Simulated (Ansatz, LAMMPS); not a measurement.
# Relaxing amorphous SiO2 (96 atoms)

Wanted: the relaxed structure of amorphous SiO2 (96 atoms) and its electronic structure.

Program: Ansatz 0.2.0. Level of theory: Kohn-Sham DFT, PBE, PAW (set soft_2), plane waves. Results are calculated unless marked as measured.

**Experiments to compare with.** A silica glass plate was measured by high-energy x-ray diffraction at 20 K and the Si-O distance was taken from the first PDF peak (“Polyhedral units and network connectivity in calcium aluminosilicate glasses from high-energy x-ray diffraction”, 2000, arxiv:cond-mat/0007490): nearest Si–O distance 1.61 Å; number of O about Si 4. The nearest silicon-silicon distance in amorphous silica was obtained by fitting a symmetric peak to the measured radial distribution (as quoted in “New insights into the origin of the first sharp diffraction peak in amorphous silica from an analysis of chemical and radial ordering”, 2024, arxiv:2403.10632): nearest Si–Si distance 3.08 Å; nearest O–O distance 2.63 Å. The mean Si-O-Si angle was obtained by reanalysing earlier high-energy photon diffraction data in combination with published neutron diffraction data on silica glass (“Bond angle distribution in amorphous germania and silica”, 1996, arxiv:chem-ph/9603004): Si–O–Si angle 148.3 °.

## 1. The structure

The cell holds 96 atoms: 32 Si and 64 O. Cell: a = 10.447 Å, b = 10.447 Å, c = 10.447 Å, α = 90.0°, β = 90.0°, γ = 90.0°. 96 atoms (32 Si, 64 O) placed at random at 2.8 g/cm³, melted at 5000 K for 10 ps at fixed volume with the Vashishta potential (Vashishta, Kalia, Rino and Ebbsjo, Phys. Rev. B 41, 12197 (1990)). Quenched from 5000 K to 300 K at 50 K/ps and fixed volume, held 5 ps, then minimised at fixed cell. The density is one point of a scan and needn't be that of the real material.

Limits known from the start: The quench rate of 50 K/ps is orders of magnitude faster than experiment, which tends to freeze in extra defects. The starting topology of bonds comes from the classical model. Only the Γ point is sampled in the main run, in a cell whose shortest periodic width is 10 Å.

## 2. Making the structure

A classical potential supplies the starting structure, since it reaches far longer times than DFT.

This step: classical MD, Vashishta potential (Vashishta, Kalia, Rino and Ebbsjo, Phys. Rev. B 41, 12197 (1990)) (LAMMPS 22 Jul 2025 - Update 4).

Contents of in.lmp:

```
# melt-quench of Si32O64
units metal
atom_style atomic
boundary p p p
region box block 0 10.4471 0 10.4471 0 10.4471
create_box 2 box
mass 1 28.0850   # Si
mass 2 15.9990   # O
create_atoms 1 random 32 4108 NULL overlap 1.4 maxtry 2000
create_atoms 2 random 64 4115 NULL overlap 1.4 maxtry 2000
pair_style vashishta/table 100000 0.2
pair_coeff * * SiO.1990.vashishta Si O
neigh_modify delay 0 every 1 check yes
thermo_style custom step time temp pe press density
thermo_modify norm yes
timestep 0.001
thermo 100
min_style cg
minimize 1e-4 1e-4 200 2000
reset_timestep 0
velocity all create 5000 4109 mom yes dist gaussian
fix lim all nve/limit 0.05
fix lan all langevin 5000 5000 0.1 4110 zero yes
thermo 500
run 1000 post no
unfix lim
unfix lan
thermo 1666
fix md all nvt temp 5000 5000 0.1
run 10000 post no
unfix md
thermo 9400
fix md all nvt temp 5000 300 0.1
run 94000 post no
unfix md
thermo 2500
fix md all nvt temp 300 300 0.1
run 5000 post no
unfix md
thermo 100
min_style cg
minimize 0 1e-3 2000 20000
write_dump all custom glass.dump id type xs ys zs modify sort id
```

The run is started by

```
$ lmp -in in.lmp -log none -nocite
```

Numbers of over 12 decimals in the logs are rounded to 6 here.

Log:

```text
LAMMPS (22 Jul 2025 - Update 4)
Created orthogonal box = (0 0 0) to (10.4471 10.4471 10.4471)
Created 32 atoms
Created 64 atoms
   Step          Time           Temp          PotEng         Press         Density
         0   0              0              8.9419591      3614497.5      2.8000346
       100   0.1            0             -8.6170144      34880.995      2.8000346
       102   0.102          0             -8.6187846      34930.868      2.8000346
Loop time of 0.221447 s on 1 MPI rank(s) for 102 steps with 96 atoms
Minimization stats:
  Stopping criterion = energy tolerance
  Energy initial, next-to-last, final =
[... 34 lines left out ...]
    107500   107.5          286.22254     -8.9464531     -3608.0513      2.8000346
    110000   110            263.35527     -8.9492462     -3223.6393      2.8000346
Loop time of 3.89247 s on 1 MPI rank(s) for 5000 steps with 96 atoms
   Step          Time           Temp          PotEng         Press         Density
    110000   110            263.35527     -8.9492462     -3223.6393      2.8000346
    110074   110.074        263.35527     -8.9840722      2758.8587      2.8000346
Loop time of 0.175297 s on 1 MPI rank(s) for 74 steps with 96 atoms
Minimization stats:
  Stopping criterion = force tolerance
  Energy initial, next-to-last, final =
     -8.94924619230478  -8.98407218431733  -8.98407218464036
  Force two-norm initial, final = 17.065081 0.00097977434
  Iterations, force evaluations = 74 148
```

Run time: 94 s. Hardware: 1 thread of Arm Neoverse V1, shared host; peak memory 0.072 GiB.

## 3. Single point at the start

The forces at the start show how far the geometry lies from a minimum of this functional.

Contents of input.yaml:

```yaml
crystal:
  lattice:
    - [10.4471, 0.0, 0.0]
    - [0.0, 10.4471, 0.0]
    - [0.0, 0.0, 10.4471]
  atoms:
    - { symbol: Si, position: [0.79258, 0.4297, 0.5897] }
    - { symbol: Si, position: [0.73732, 0.66046, 0.90941] }
    - { symbol: Si, position: [0.31244, 0.41162, 0.17404] }
    - { symbol: Si, position: [0.43612, 0.26967, 0.95776] }
    - { symbol: Si, position: [0.9414, 0.41636, 0.34914] }
    - { symbol: Si, position: [0.9811, 0.90931, 0.44439] }
    - { symbol: Si, position: [0.58924, 0.62124, 0.50107] }
    - { symbol: Si, position: [0.94443, 0.47535, 0.03953] }
    - { symbol: Si, position: [0.25851, 0.44314, 0.70384] }
    - { symbol: Si, position: [0.44728, 0.24029, 0.57752] }
    - { symbol: Si, position: [0.26569, 0.81005, 0.48795] }
    - { symbol: Si, position: [0.10995, 0.69214, 0.00618] }
    - { symbol: Si, position: [0.63163, 0.037, 0.70194] }
    - { symbol: Si, position: [0.30703, 0.86807, 0.06011] }
    - { symbol: Si, position: [0.69439, 0.21352, 0.05274] }
    - { symbol: Si, position: [0.95134, 0.78663, 0.76081] }
    - { symbol: Si, position: [0.64612, 0.40178, 0.84048] }
    - { symbol: Si, position: [0.02956, 0.56557, 0.574] }
    - { symbol: Si, position: [0.9301, 0.84255, 0.16891] }
    - { symbol: Si, position: [0.6143, 0.04932, 0.26754] }
    - { symbol: Si, position: [0.95151, 0.09352, 0.02882] }
    - { symbol: Si, position: [0.04055, 0.27734, 0.83653] }
    - { symbol: Si, position: [0.531, 0.38239, 0.34987] }
    - { symbol: Si, position: [0.39049, 0.68951, 0.7171] }
    - { symbol: Si, position: [0.54929, 0.86387, 0.91131] }
    - { symbol: Si, position: [0.11102, 0.21811, 0.24666] }
    - { symbol: Si, position: [0.37893, 0.68584, 0.25717] }
    - { symbol: Si, position: [0.92313, 0.07362, 0.66264] }
    - { symbol: Si, position: [0.20484, 0.07708, 0.91407] }
    - { symbol: Si, position: [0.64776, 0.77539, 0.15077] }
    - { symbol: Si, position: [0.69667, 0.87786, 0.48333] }
    - { symbol: Si, position: [0.33606, 0.07424, 0.37633] }
    - { symbol: O, position: [0.70263, 0.15276, 0.1964] }
    - { symbol: O, position: [0.79729, 0.76303, 0.18976] }
    - { symbol: O, position: [0.8468, 0.84516, 0.49397] }
    - { symbol: O, position: [0.16753, 0.3553, 0.79464] }
    - { symbol: O, position: [0.20818, 0.10738, 0.29487] }
    - { symbol: O, position: [0.32998, 0.69731, 0.40362] }
    - { symbol: O, position: [0.52797, 0.68779, 0.19694] }
    - { symbol: O, position: [0.98147, 0.0413, 0.52349] }
    - { symbol: O, position: [0.92703, 0.94281, 0.05112] }
    - { symbol: O, position: [0.64468, 0.55418, 0.85248] }
    - { symbol: O, position: [0.64924, 0.76598, 0.99018] }
    - { symbol: O, position: [0.21778, 0.00977, 0.77977] }
    - { symbol: O, position: [0.34144, 0.93675, 0.44576] }
    - { symbol: O, position: [0.39107, 0.35413, 0.29245] }
    - { symbol: O, position: [0.99394, 0.54567, 0.42207] }
    - { symbol: O, position: [0.82821, 0.37046, 0.44894] }
    - { symbol: O, position: [0.49596, 0.63465, 0.62027] }
    - { symbol: O, position: [0.47223, 0.77549, 0.81379] }
    - { symbol: O, position: [0.98182, 0.20674, 0.71381] }
    - { symbol: O, position: [0.70398, 0.35014, 0.97589] }
    - { symbol: O, position: [0.55078, 0.29126, 0.47327] }
    - { symbol: O, position: [0.50733, 0.33914, 0.84169] }
    - { symbol: O, position: [0.31486, 0.18249, 0.92772] }
    - { symbol: O, position: [0.31848, 0.56604, 0.77636] }
    - { symbol: O, position: [0.52494, 0.52444, 0.40478] }
    - { symbol: O, position: [0.11583, 0.83333, 0.45545] }
    - { symbol: O, position: [0.62314, 0.75451, 0.43254] }
    - { symbol: O, position: [0.03797, 0.74989, 0.8828] }
    - { symbol: O, position: [0.25312, 0.7416, 0.99257] }
    - { symbol: O, position: [0.00772, 0.70172, 0.64427] }
    - { symbol: O, position: [0.71724, 0.36508, 0.70809] }
    - { symbol: O, position: [0.18724, 0.32266, 0.16171] }
    - { symbol: O, position: [0.33885, 0.16912, 0.49594] }
    - { symbol: O, position: [0.92937, 0.47314, 0.64632] }
    - { symbol: O, position: [0.20886, 0.98097, 0.03271] }
    - { symbol: O, position: [0.99685, 0.15988, 0.15993] }
    - { symbol: O, position: [0.72032, 0.56142, 0.55415] }
    - { symbol: O, position: [0.76998, 0.09541, 0.66677] }
    - { symbol: O, position: [0.62323, 0.97925, 0.84446] }
    - { symbol: O, position: [0.29181, 0.7745, 0.63517] }
    - { symbol: O, position: [0.16907, 0.50671, 0.59478] }
    - { symbol: O, position: [0.39464, 0.38623, 0.04821] }
    - { symbol: O, position: [0.04732, 0.30422, 0.35704] }
    - { symbol: O, position: [0.61808, 0.92214, 0.18085] }
    - { symbol: O, position: [0.06448, 0.1459, 0.92728] }
    - { symbol: O, position: [0.32641, 0.82184, 0.20286] }
    [... 12 atom lines left out ...]
    - { symbol: O, position: [0.80899, 0.73788, 0.79817] }
    - { symbol: O, position: [0.5457, 0.18167, 0.02042] }
    - { symbol: O, position: [0.95456, 0.36442, 0.93013] }
    - { symbol: O, position: [0.84066, 0.58559, 0.99665] }
    - { symbol: O, position: [0.9198, 0.44104, 0.19285] }
    - { symbol: O, position: [0.81287, 0.14021, 0.9829] }
kpoints:
  mp_grid: { grid: [1, 1, 1] }
hamiltonian:
  xc: pbe
scf:
  occupations: { method: fermi_dirac, width: 0.025 }
output:
  forces: true
```

The run is started by

```
$ ansatz run input.yaml --threads 4 --pin off --max-ram 8192MiB --backend cpu --events-out ev --progress --plain --runs-dir out
```

Log:

```text
Engine: ansatz 0.2.0, aarch64-unknown-linux-gnu
Pseudopotentials: kind: paw
Pseudopotential: Si, paw, valence charge 4, recommended cutoff 420 eV (normal), Si.paw.azcp
Pseudopotential: O, paw, valence charge 6, recommended cutoff 420 eV (normal), O.paw.azcp
[... 5 lines on functional and potentials left out ...]
Crystal: 96 atoms, lattice volume = 1140.216 Å³
Basis set: ecut = 420 eV, 22143 PW (Γ), exchange–correlation on 144×144×144 points (8 copies of the dense FFT grid, shifted against one another)
Bands: 352, of which v1, the nominal top of the filled ones, is band 256 counted from 1 (255 counted from 0)
Symmetry: 1 space group operations
Space group: P1 (ITA 1), of the structure as read, at distance tolerance 1.0e-4 Å
k-points: 1
[... 5 lines on functional and potentials left out ...]
Initial density: superposition of atomic densities (neutral atoms: chi_scale 0, normalization atom), corrected by the library's trained network
Initial wavefunctions: pseudopotential atomic-orbital guess
Functional: x = pbe(κ = 0.804, μ = 0.219515), c = pbe(β = 0.066725)
SCF iter   1: F=—  HF=-56750.310667 eV  |F-HF|=—  |Δ(HF+E_count)|=         —  Δρ=4.32e-3  dr2=4.25e-1  ethr=1.77e-3  ⟨swp⟩=7.0  Hψ=1714  notcnv=0  defer=45
preconditioner: auto → Resta (q_TF=auto, 2.387 Å⁻¹)  ε∞=3.2  [insulator: Δε(μ)=3.043 eV  Ē_g=16.783 eV  σ=0.025 eV  W_gap=1.00  n_scr=250 (ndim 8)  ℏωp=24.9 eV  f_vac=0.104  D(μ)=0.00/eV (n_scr^D=0)  ε∞_Penn≈3.2]
SCF iter   2: F=—  HF=-56750.216486 eV  |F-HF|=—  |Δ(HF+E_count)|=   9.42e-2  Δρ=2.52e-3  dr2=9.54e-2  ethr=8.29e-5  ⟨swp⟩=2.0  Hψ=604  notcnv=0  defer=91
SCF iter   3: F=—  HF=-56750.196338 eV  |F-HF|=—  |Δ(HF+E_count)|=   2.01e-2  Δρ=9.83e-4  dr2=3.39e-2  ethr=1.86e-5  ⟨swp⟩=2.0  Hψ=541  notcnv=0  defer=36
automatic band count: iteration 3 solves 297 bands in place of 352: the levels show a gap, and the empty bands left out lie too high to hold charge; the band table lists the bands solved (type scf.n_extra_bands for more)
SCF iter   4: F=—  HF=-56750.185990 eV  |F-HF|=—  |Δ(HF+E_count)|=   1.03e-2  Δρ=4.77e-4  dr2=2.56e-3  ethr=6.62e-6  ⟨swp⟩=3.0  Hψ=462  notcnv=0  defer=36
SCF iter   5: F=—  HF=-56750.185844 eV  |F-HF|=—  |Δ(HF+E_count)|=   1.46e-4  Δρ=2.18e-4  dr2=4.69e-4  ethr=4.99e-7  ⟨swp⟩=2.0  Hψ=598  notcnv=0  defer=36
SCF iter   6: F=—  HF=-56750.185901 eV  |F-HF|=—  |Δ(HF+E_count)|=   5.70e-5  Δρ=5.46e-5  dr2=2.97e-5  ethr=9.17e-8  ⟨swp⟩=2.0  Hψ=517  notcnv=0  defer=36
SCF iter   7: F=—  HF=-56750.187771 eV  |F-HF|=—  |Δ(HF+E_count)|=   1.87e-3  Δρ=3.55e-5  dr2=1.18e-5  ethr=5.79e-9  ⟨swp⟩=3.0  Hψ=523  notcnv=0  defer=36
SCF iter   8: F=—  HF=-56750.187773 eV  |F-HF|=—  |Δ(HF+E_count)|=   1.08e-6  Δρ=9.78e-6  dr2=9.57e-7  ethr=2.30e-9  ⟨swp⟩=3.0  Hψ=521  notcnv=0  defer=36
SCF iter   9: F=—  HF=-56750.187773 eV  |F-HF|=—  |Δ(HF+E_count)|=   5.95e-7  Δρ=4.22e-6  dr2=1.81e-7  ethr=1.87e-10  ⟨swp⟩=3.0  Hψ=460  notcnv=0  defer=36
SCF iter  10: F=-56750.187773 eV  HF=-56750.187773 eV  |F-HF|=2.08e-8  |Δ(HF+E_count)|=   8.83e-8  Δρ=1.36e-6  dr2=2.10e-8  ethr=1.95e-11  ⟨swp⟩=5.0  Hψ=1009  notcnv=0
SCF 1 converged in 10 iterations: F = -56750.187773 eV  dr2 = 2.10e-8
  greatest PAW one-centre occupation: 0.869 electrons in one spin orbital (limit 2), on the O atom at site 43 (counted from 0), in its partial waves of l = 0
SCF converged after 10 iterations
Free energy (F): -56750.187773 eV
Harris-Foulkes:  -56750.187773 eV  (|F-HF|=2.08e-8)
Internal energy: -56750.187773 eV  (E = F + TS)
E sigma→0 (E₀):  -56750.187773 eV
Fermi energy:    7.330338 eV
--- Per-component energies (eV) ---
  E_band       = -1889.948185
  E_kinetic    = 12933.967548
  E_local      = -31297.079585  (includes V_loc(G=0)·N_el)
  E_nonlocal   = 3857.337872
  E_hartree    = 11340.227667
  E_xc         = -6551.883651
  E_vxc        = -7608.253092  (∫ρ·V_xc dr)
  E_paw        = -26604.886630  (= ΣΔE_a)
  E_vpaw       = -2456.543941  (= ΣTr[D̂ρ^β])
  E_aug_tail   = 0.165612  (compensation charges beyond the density's cutoff)
  E_ewald      = -20428.036606
  E_smearing   = -0.000000  (= −TS)
  E_closure    = -0.000000  (closes the sum)
  Σ components = -56750.187773   (vs F -56750.187773, Δ=0.00e0)
--- Forces (eV/Å), atoms counted from 1 ---
  atom   1  Si     0.10782146     0.96094217    -1.21495834
  atom   2  Si     2.65597412    -2.74959943    -1.65235378
  atom   3  Si     1.29799277    -0.54955881     0.79931846
  atom   4  Si    -0.22098044    -0.15499121     1.12681594
  atom   5  Si    -0.62010400     0.26357200     0.09656806
  atom   6  Si    -0.04079469    -0.39013417     0.30317068
  atom   7  Si    -0.01197543    -1.14615337     0.56038932
  atom   8  Si    -0.48629676     0.39667731     1.39139448
  atom   9  Si     0.25968293    -0.16489349    -0.82038688
  atom  10  Si    -0.28425911    -0.00843146    -0.78713862
  atom  11  Si     0.32321548     0.73049100     0.00954286
  atom  12  Si    -0.92242389     0.97894480    -0.57812333
  atom  13  Si    -0.12426700     0.53233515    -1.36403635
  atom  14  Si    -0.52849417    -0.23495165    -0.21956917
[...]
atom  95  O     -0.02853098     0.08954745    -0.63334406
  atom  96  O      0.75254178    -0.10160040    -0.98772219
  max |Σ_I F_I| component: 3.31e-5 eV/Å
```

It took 11 s on 4 threads of Arm Neoverse V1, shared host; peak memory 1.3 GiB; 43 s of CPU time.

Reading the cycles: dr2 is the Hartree energy of the density residual (eV), the measure of convergence; HF is the Harris–Foulkes estimate of the energy, which meets the free energy F at convergence.

The run gave:

```
free energy            : -56750.1878 eV
free energy per atom   : -591.1478 eV/atom
SCF cycles             : 10
r.m.s. force component : 0.9383 eV/Å
longest force          : 7.151 eV/Å
Fermi energy           : 7.33 eV
```

The r.m.s. force component of 0.94 eV/Å sets the starting point.

Neighbours are counted within 2.02 Å (O-Si).

Length of the force by element and coordination:

| element | coordination | atoms | mean length of the force (eV/Å) | spread | least | most |
| --- | --- | --- | --- | --- | --- | --- |
| O | all | 64 | 1.04 | 0.493 | 0.199 | 2.51 |
| O | 1 | 2 | 0.981 | 0.284 | 0.697 | 1.26 |
| O | 2 | 60 | 1.04 | 0.485 | 0.199 | 2.51 |
| O | 3 | 2 | 1.09 | 0.811 | 0.284 | 1.91 |
| Si | all | 32 | 1.76 | 1.47 | 0.484 | 7.15 |

[end of part 1 of 4]

[Logs are printed without paths, hosts, clocks, repeated set-up lines and the standing remarks that a program may print on its own settings, such as how far it seeks lower states.]

[Hosts, paths, dates, database ids (printed as entryN), source tags and the programs' standing remarks are cut or masked in the printed files.]
